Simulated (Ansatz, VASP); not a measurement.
Two plane-wave programs on BAs5

```
B As
1.0
     2.96787   -3.38510    0.00000
     2.96787    3.38510    0.00000
     0.00000    0.00000    6.34893
B As
1 5
Direct
  0.00000 0.00000 0.00000
  0.00000 0.00000 0.28482
  0.00000 0.00000 0.71518
  0.73298 0.26702 0.50000
  0.26702 0.73298 0.50000
  0.50000 0.50000 0.00000
```

Alike in both runs: task single point; functional PBE; k mesh 4 × 4 × 4; occupations gaussian, width 0.1 eV; no spin polarisation.

|  | VASP | Ansatz |
| --- | --- | --- |
| version | VASP 6.6.1 | Ansatz 0.2.0 |
| potentials or method | VASP PAW PBE potentials, release 64 (B, As) | scalar-relativistic, plane waves, PAW |
| plane-wave cutoff (eV) | 520 | 420 |
| valence electrons in the cell | 28 | 78 |

Ansatz gave:

- gap on the k mesh at the Fermi level (eV): none
- pressure (GPa): 10.2
- largest component of the traceless stress (GPa): 13.28
- rms of the force components (eV/Å): 1.071

Task: Which values does VASP return?

Result: gap on the k mesh at the Fermi level (eV): none; pressure (GPa): 10.8; largest component of the traceless stress (GPa): 13.85; rms of the force components (eV/Å): 1.125.

Atom by atom the forces differ by 0.059 eV/Å (rms over components). A gap of «none» marks a metal or a gap that the smearing closes. The two sets of potentials don't hold the same shells in valence.

Caveats: forces of over 1 eV/Å show positions far from the minimum, so gaps and moduli don't describe the material at rest.
